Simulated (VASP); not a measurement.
Output of a VASP run:

**OSZICAR**
```
       N       E                     dE             d eps       ncg     rms          rms(c)
DAV:   1     0.169810447703E+03    0.16981E+03   -0.14217E+04   928   0.156E+03
DAV:   2    -0.115550111725E+02   -0.18137E+03   -0.17681E+03  1200   0.304E+02
DAV:   3    -0.187677493774E+02   -0.72127E+01   -0.72040E+01  1208   0.703E+01
DAV:   4    -0.189149414462E+02   -0.14719E+00   -0.14717E+00  1280   0.856E+00
DAV:   5    -0.189204031187E+02   -0.54617E-02   -0.54616E-02  1248   0.112E+00    0.845E+00
DAV:   6    -0.171103394395E+02    0.18101E+01   -0.10137E+01   928   0.247E+01    0.419E+00
DAV:   7    -0.171036116519E+02    0.67278E-02   -0.36374E-01  1240   0.560E+00    0.210E+00
DAV:   8    -0.171213279016E+02   -0.17716E-01   -0.60430E-02  1072   0.306E+00    0.281E-01
DAV:   9    -0.171302212532E+02   -0.88934E-02   -0.15070E-02  1192   0.904E-01    0.151E-01
DAV:  10    -0.171329060380E+02   -0.26848E-02   -0.40871E-03   960   0.477E-01    0.447E-02
DAV:  11    -0.171328952141E+02    0.10824E-04   -0.45771E-04  1232   0.168E-01    0.222E-02
DAV:  12    -0.171329126801E+02   -0.17466E-04   -0.86058E-05   944   0.703E-02    0.267E-03
DAV:  13    -0.171329132009E+02   -0.52081E-06   -0.18611E-06  1312   0.107E-02    0.228E-03
DAV:  14    -0.171329136458E+02   -0.44489E-06   -0.13225E-07   848   0.326E-03    0.398E-04
DAV:  15    -0.171329137074E+02   -0.61586E-07   -0.49473E-08   752   0.185E-03
   1 F= -.17132914E+02 E0= -.17132914E+02  d E =-.688366E-12
```

**OUTCAR**
```
------------------------ aborting loop because EDIFF is reached ----------------------------------------
  FORCE on cell =-STRESS in cart. coord.  units (eV):
  Direction    XX          YY          ZZ          XY          YZ          ZX
  --------------------------------------------------------------------------------------
  Total       -0.0310036     -0.0310036     -0.0310036      0.0000000     -0.0000000      0.0000000
  in kB       -0.8010856     -0.8010856     -0.8010856      0.0000000     -0.0000000      0.0000000
  external PRESSURE =      -0.8010856 kB  Pullay stress =       0.0000000 kB
  volume of cell :       62.01
      direct lattice vectors                 reciprocal lattice vectors
     0.000000000  3.141505175  3.141505175    -0.159159375  0.159159375  0.159159375
     3.141505175  0.000000000  3.141505175     0.159159375 -0.159159375  0.159159375
     3.141505175  3.141505175  0.000000000     0.159159375  0.159159375 -0.159159375
 POSITION                                       TOTAL-FORCE (eV/Angst)
 -----------------------------------------------------------------------------------
      0.00000      0.00000      0.00000         0.000000     -0.000000     -0.000000
      1.57075      1.57075      1.57075         0.000000     -0.000000     -0.000000
      4.71226      4.71226      4.71226        -0.000000      0.000000      0.000000
 -----------------------------------------------------------------------------------
    total drift:                                0.000000      0.000000      0.000000
  FREE ENERGIE OF THE ION-ELECTRON SYSTEM (eV)
  ---------------------------------------------------
  free  energy   TOTEN  =       -17.1329137074 eV

  energy  without entropy=      -17.1329137074  energy(sigma->0) =      -17.13291371
```
(Selected blocks of OUTCAR.)

**POSCAR**
```
BaF2
1
   -0.0000000000     3.1415051749     3.1415051749
    3.1415051749    -0.0000000000     3.1415051749
    3.1415051749     3.1415051749    -0.0000000000
Ba F
1 2
Direct
  1.0000000000   0.0000000000   1.0000000000
  0.2500000000   0.2500000000   0.2500000000
  0.7500000000   0.7500000000   0.7500000000
```

Question: Reconstruct the remaining input files.

Answer: This is not unique; one that fits is the input of the run itself, PBE GGA, plane waves, VASP's PBE PAW potentials (set 64).

### KPOINTS
```
kpoints
0
G
  8 8 8
```

### INCAR
```
SIGMA = 0.05   # width (eV)
NELM = 100
LWAVE = F
LASPH = T   # aspherical one-centre terms
LREAL = F   # projection in real space or not
GGA = PE   # PBE
SYSTEM = BaF2
LMAXMIX = 4   # l cut-off of mixed one-centre charges
LCHARG = F
EDIFF = 1E-7   # SCF stop (eV)
PREC = Accurate
ENCUT = 600
ISIF = 2
ISMEAR = 0
ALGO = Normal   # blocked Davidson
```

POTCAR, in this order: Ba_sv F (PBE.64 set). Program: vasp_std.

The compound is BaF2 in the fluorite structure. It was relaxed first.
